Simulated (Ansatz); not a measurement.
Crystal: Fe.

```
Fe
1.0
     0.00000    1.94174    1.96511
     1.49844    0.00000    1.96511
     1.49844    1.94174    0.00000
Fe
1
Direct
  0.00000 0.00000 0.00000
```

A run of Ansatz 0.2.0 on this cell left the log below. Logs are shortened: lines on timing, memory, paths and dates and some standing lists are left out, and cuts for length are marked.

```text
Warning: RAYON_NUM_THREADS=2 ignored (pool sized by the plan → 2); use --threads N
LAPW: plane waves up to 9.109 Å⁻¹, error target 1.0e-3 eV per atom; small_component_spin mean_spin; Fe in spheres of 1.226 Å, 16 of its electrons in bands, Dirac shells [] (how accurate: hamiltonian.pseudopotentials.lapw.basis_error, Limitations)
Engine: ansatz 0.2.0, aarch64-unknown-linux-gnu
Pseudopotentials: kind: all_electron
Pseudopotential: Fe, LAPW, valence charge 16, lapw/all_electron/scalar/gaussian/Fe, Koelling and Harmon's equation, gaussian nucleus
Functional definition: PBEsol
  exchange = pbesol_x
  correlation = pbesol_c
Crystal: 1 atoms, lattice volume = 11.435 Å³
Basis set: ecut = 316.131879380282 eV, 149 PW (Γ), FFT grids on a1−a2, a2, a3, exchange–correlation at level 2
Bands: 14, of which v1, the nominal top of the filled ones, is band 8 counted from 1 (7 counted from 0)
Symmetry: 8 space group operations
Space group: Fmmm (ITA 69), of the structure as read, at distance tolerance 2.3e-5 Å
Magnetic group: BNS 69.521 (UNI 619), of the structure as read, at distance tolerance 2.3e-5 Å
k-points: 343 of 2197
Non-local potential: Fe, projectors of the file, none
Initial density: superposition of atomic densities (chi_scale 0.1, normalization cell)
Starting moments: Σ|m| = 3 μB on 1 of 1 site
Initial wavefunctions: plane waves of lowest kinetic energy (no species holds an atomic orbital)
Functional: x = pbesol(κ = 0.804, μ = 0.12345679012345678), c = pbesol(β = 0.046)
iter 1 solved again at ethr=4.41e-5 eV; its pass at ethr=1.00e-1 eV (dr2=7.06e-3 eV) is discarded
SCF iter   1: F=—  HF=-34602.353782 eV  |F-HF|=—  |Δ(HF+E_count)|=         —  Δρ=3.34e-2 (↑3.34e-2 ↓3.14e-2)  dr2=7.18e-3  dr2_m=1.06e-1  M=2.300 μB ∫|m|=2.327 μB  β_m=0.30  ethr=4.41e-5  ⟨swp⟩=3.3  Hψ=72684  notcnv=0
Mixer restart at iter 1: flushing history
preconditioner: auto → none  [metal: Δε(μ)=0.002 eV  Ē_g=15.001 eV  σ=0.050 eV  W_gap=0.01  n_scr=0 (ndim 8)  ℏωp=31.1 eV  f_vac=0.000  D(μ)=1.11/eV (n_scr^D=14)]
SCF iter   2: F=—  HF=-34602.383616 eV  |F-HF|=—  |Δ(HF+E_count)|=   2.98e-2  Δρ=2.24e-2 (↑2.24e-2 ↓2.20e-2)  dr2=1.60e-3  dr2_m=5.08e-2  M=2.301 μB ∫|m|=2.342 μB  β_m=0.51  ethr=4.41e-5  ⟨swp⟩=2.1  Hψ=27054  notcnv=0
SCF iter   3: F=—  HF=-34602.443175 eV  |F-HF|=—  |Δ(HF+E_count)|=   5.96e-2  Δρ=1.15e-2 (↑1.15e-2 ↓9.91e-3)  dr2=2.09e-3  dr2_m=1.10e-2  M=2.187 μB ∫|m|=2.260 μB  β_m=0.48  ethr=1.00e-5  ⟨swp⟩=3.0  Hψ=30679  notcnv=0
iter 4 solved again at ethr=3.66e-8 eV; its pass at ethr=1.00e-5 eV (dr2=5.85e-6 eV) is discarded
SCF iter   4: F=—  HF=-34602.439307 eV  |F-HF|=—  |Δ(HF+E_count)|=   3.87e-3  Δρ=3.33e-4 (↑3.33e-4 ↓2.98e-4)  dr2=5.85e-6  dr2_m=8.18e-6  M=2.179 μB ∫|m|=2.274 μB  β_m=0.74  ethr=3.66e-8  ⟨swp⟩=2.8  Hψ=47500  notcnv=0
SCF iter   5: F=—  HF=-34602.440317 eV  |F-HF|=—  |Δ(HF+E_count)|=         —  Δρ=1.12e-4 (↑1.12e-4 ↓1.08e-4)  dr2=4.16e-7  dr2_m=1.06e-6  M=2.178 μB ∫|m|=2.273 μB  β_m=0.87  ethr=3.66e-8  ⟨swp⟩=2.9  Hψ=25179  notcnv=0
the basis was enlarged: its passes take 1.1 MiB over the memory plan, 2 of 2 planned eigensolver slots
SCF iter   6: F=—  HF=-34602.440395 eV  |F-HF|=—  |Δ(HF+E_count)|=   7.85e-5  Δρ=1.59e-4 (↑1.45e-4 ↓1.59e-4)  dr2=1.20e-7  dr2_m=2.37e-6  M=2.174 μB ∫|m|=2.270 μB  β_m=0.82  ethr=2.60e-9  ⟨swp⟩=3.0  Hψ=27026  notcnv=0
SCF iter   7: F=—  HF=-34602.440391 eV  |F-HF|=—  |Δ(HF+E_count)|=   4.50e-6  Δρ=3.29e-5 (↑2.89e-5 ↓3.29e-5)  dr2=2.29e-9  dr2_m=9.96e-8  M=2.173 μB ∫|m|=2.270 μB  β_m=0.91  ethr=7.48e-10  ⟨swp⟩=3.0  Hψ=25466  notcnv=0
SCF iter   8: F=—  HF=-34602.440392 eV  |F-HF|=—  |Δ(HF+E_count)|=   1.16e-6  Δρ=5.96e-6 (↑5.71e-6 ↓5.96e-6)  dr2=5.33e-10  dr2_m=3.40e-9  M=2.174 μB ∫|m|=2.270 μB  β_m=0.89  ethr=1.43e-11  ⟨swp⟩=4.0  Hψ=29646  notcnv=0
SCF iter   9: F=-34602.440392 eV  HF=-34602.440392 eV  |F-HF|=1.66e-9  |Δ(HF+E_count)|=   4.05e-8  Δρ=6.64e-7 (↑5.06e-7 ↓6.64e-7)  dr2=3.67e-11  dr2_m=2.52e-11  M=2.174 μB ∫|m|=2.270 μB  ethr=3.33e-12  ⟨swp⟩=3.0  Hψ=26411  notcnv=0
SCF 1 converged in 9 iterations: F = -34602.440392 eV  dr2 = 3.67e-11
the search or the solves at the SCF's close seem to have found levels that the self-consistency loop had missed (the run counts 1). By its estimate they hold under 1e-12 electrons; where the run keeps them, the occupations were computed again with them
NSCF: frozen V_eff on 71 k-points
SCF converged after 9 iterations
Magnetization: 2.1735 μB (9.0868 up, 6.9132 down)
Absolute magnetization: 2.2697 μB (∫|ρ↑−ρ↓|)
Spin contamination: 0.0325 ħ² per cell (⟨S²⟩ above its minimum at these occupations)
Per-site moments (μB) at R_I (Å): [(2.2197109564031887, 1.2263435908194185)]
Free energy (F): -34602.440392 eV
Harris-Foulkes:  -34602.440392 eV  (|F-HF|=1.66e-9)
Internal energy: -34602.430959 eV  (E = F + TS)
E sigma→0 (E₀):  -34602.435676 eV
Entropy (-TS):   -0.009433 eV (-9.433 meV/atom)
Fermi energy:    18.384432 eV
--- Per-component energies (eV) ---
  E_band       = -212.994807
  E_kinetic    = 35072.732932
  E_xc         = -1490.035761
  E_electrostatic = -68185.128130  (all electrons and nuclei)
  E_smearing   = -0.009433  (= −TS)
  E_closure    = 0.000000  (closes the sum)
  E_atoms      = -34592.699444  (free atoms, spherical and without spin; not in F)
  Σ components = -34602.440392   (vs F -34602.440392, Δ=0.00e0)
  Basis errors (estimates in eV, not in F): energy 2.6e-4 per atom: plane waves 2.3e-4 (1.2e-4 summed), levels above the bands 1.8e-184, relativity 3.2e-8, radial functions 3.1e-5, core shells 6.2e-9; eigenvalues (radial functions only) 1.9e-5; not estimated: angular momenta, meshes, grids; target (lapw.basis_error) 1.0e-3; muffin-tin radii Fe 1.226 Å
--- Forces (eV/Å), atoms counted from 1 ---
  atom   1  Fe    -0.00000000     0.00000000     0.00000000
  max |Σ_I F_I| component: 9.24e-31 eV/Å
--- Stress (GPa, compression-positive) ---
      -15.782216      -0.000000       0.000000
       -0.000000      -7.219515       0.000000
        0.000000       0.000000      -8.605098
  P = ⅓ Tr σ = -10.5356 GPa (-105.356 kbar)
--- Band table (eV; the first three rows and the last of 686) ---
  k-point 0 ↑: bands = ["-69.4152", "-35.3506", "-35.3476", "-35.3402", "9.7917", "15.9115", "16.0037", "16.3445", "17.0638", "17.4596", "41.4797", "42.9702", "43.2282", "47.5958"]
  k-point 1 ↑: bands = ["-69.4109", "-35.3710", "-35.3540", "-35.3445", "10.0296", "15.9243", "16.0125", "16.3851", "17.0265", "17.4315", "40.6530", "42.2559", "42.9861", "46.7259"]
  k-point 2 ↑: bands = ["-69.3987", "-35.4369", "-35.3731", "-35.3455", "10.7143", "15.8798", "15.9337", "16.6594", "16.9612", "17.3849", "37.8204", "41.1931", "42.6725", "45.8780"]
  k-point 342 ↓: bands = ["-66.7451", "-33.2262", "-32.9785", "-32.8390", "14.8256", "16.2570", "18.7664", "20.2115", "20.5422", "21.5110", "27.4452", "34.6909", "36.7511", "41.9362"]
```

Task: What input gives this log?

Result: Band structure with PBEsol, collinear spin, ferromagnetic start. The files as run (others can give the same):

input.yaml
```yaml
crystal:
  lattice:
    - [0.0, 1.9417396906, 1.9651051623]
    - [1.4984397099, 0.0, 1.9651051623]
    - [1.4984397099, 1.9417396906, 0.0]
  atoms:
    - { symbol: Fe, position: [0.0, 0.0, 0.0], spin: 3.0 }
kpoints:
  mp_grid: { grid: [13, 13, 13] }
  band_path:
    path:
      - [0.0, 0.0, 0.0]
      - [0.5, 0.0, 0.5]
      - [0.5, 0.246480624, 0.746480624]
      - [0.0742892414, 0.5, 0.5742892414]
      - [0.0, 0.5, 0.5]
      - [0.0, 0.0, 0.0]
      - [0.5, 0.5, 0.0]
      - [0.9257107586, 0.5, 0.4257107586]
    npoints: 10
scf:
  occupations: { method: fermi_dirac, width: 0.05 }
hamiltonian:
  xc: pbesol
  pseudopotentials: { kind: all_electron, lapw: { basis_error: 0.001 } }
magnetization:
  spin_polarized: true
output:
  forces: true
  stress: true
  eigenvalues: true
```

Potentials or basis: all-electron LAPW, scalar-relativistic.
Run with:
```sh
$ ansatz run input.yaml --threads 2 --pin off --max-ram 6144MiB --backend cpu --events-out ev --progress --plain --runs-dir out
```
